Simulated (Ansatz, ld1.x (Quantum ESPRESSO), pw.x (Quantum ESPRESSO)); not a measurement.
# Equation-of-state test of one TM potential (germanium)

ld1.x (Quantum ESPRESSO) 7.5 input, shortened:

```
&input
   title='Ge', zed=32., rel=1, dft='PBE', iswitch=3,
   config='[Ar] 3d10 4s2 4p1.5 4d-2'
 /
 &inputp
   pseudotype=2, tm=.true., lloc=-2, rcloc=1.55,
   nlcc=.false.
 /
3
4S  1  0   2.00   0.00  1.80  1.80  0.0
4P  2  1   1.50   0.00  2.20  2.20  0.0
4D  3  2  -2.00   0.25  1.44  1.44  0.0
 &test
   configts(1)='4s2 4p1.5'
 /
```

Crystal test: bcc Ge in pw.x 7.5, no spin, 14³ k-points, Fermi–Dirac smearing 0.01 Ry, cutoffs 50/200 Ry. The lattice is a test structure that the element need not adopt, and mesh and smearing are coarse.

pw.x input:

```
&control
  calculation='scf', prefix='x', pseudo_dir='./', outdir='./tmp', tstress=.true., disk_io='none'
/
&system
  ibrav=0, nat=1, ntyp=1, ecutwfc=50, ecutrho=200, nbnd=9,
  occupations='smearing', smearing='fd', degauss=0.01
/
&electrons
  conv_thr=1e-09, mixing_beta=0.4, electron_maxstep=70
/
ATOMIC_SPECIES
Ge 1.0 Ge.UPF
CELL_PARAMETERS angstrom
  -1.69153811 1.69153811 1.69153811
  1.69153811 -1.69153811 1.69153811
  1.69153811 1.69153811 -1.69153811
ATOMIC_POSITIONS crystal
Ge 0.0000 0.0000 0.0000
K_POINTS automatic
14 14 14 0 0 0
```

```bash
pw.x < Ge.scf.in > Ge.scf.out
```

Q: How does the run end?

A: It converges; the pressure is -13.40 GPa against -0.33 GPa from all-electron LAPW. This is a poor potential for the solid. Note: ghost state, extra bound levels that the all-electron valence spectrum of the same l lacks: d at -53.6 eV. A true bound ghost makes a file unfit for plane-wave use. The log shows:

```
     using ibrav=0 with symmetry is DISCOURAGED, use correct ibrav instead
     lattice parameter (alat)  =       5.5366  a.u.
     unit-cell volume          =     130.6478 (a.u.)^3
     number of electrons       =         4.00
     number of Kohn-Sham states=            9
     kinetic-energy cutoff     =      50.0000  Ry
     charge density cutoff     =     200.0000  Ry
     scf convergence threshold =      1.0E-09
     Exchange-correlation= PBE
     number of k points=   104  Fermi-Dirac smearing, width (Ry)=  0.0100
     iteration #  1     ecut=    50.00 Ry     beta= 0.40
     total energy              =      -7.89461789 Ry
     estimated scf accuracy    <       0.01645241 Ry
     iteration #  2     ecut=    50.00 Ry     beta= 0.40
     total energy              =      -7.89318487 Ry
     estimated scf accuracy    <       0.00502596 Ry
     iteration #  3     ecut=    50.00 Ry     beta= 0.40
     total energy              =      -7.89337296 Ry
     estimated scf accuracy    <       0.00000275 Ry
     iteration #  4     ecut=    50.00 Ry     beta= 0.40
     total energy              =      -7.89337463 Ry
     estimated scf accuracy    <       0.00000019 Ry
     iteration #  5     ecut=    50.00 Ry     beta= 0.40
     total energy              =      -7.89337465 Ry
     estimated scf accuracy    <          4.1E-09 Ry
     iteration #  6     ecut=    50.00 Ry     beta= 0.40
     the Fermi energy is     7.2047 ev
!    total energy              =      -7.89337465 Ry
     estimated scf accuracy    <          6.5E-10 Ry
     smearing contrib. (-TS)   =      -0.00211136 Ry
     The total energy is F=E-TS. E is the sum of the following terms:
     one-electron contribution =       3.41227271 Ry
     hartree contribution      =       0.08030638 Ry
     xc contribution           =      -2.27592146 Ry
     ewald contribution        =      -9.10792093 Ry
     convergence has been achieved in   6 iterations
          total   stress  (Ry/bohr**3)                   (kbar)     P=     -133.99
     Message from routine punch:
     Nothing written, as per user request (disk_io='none')
```
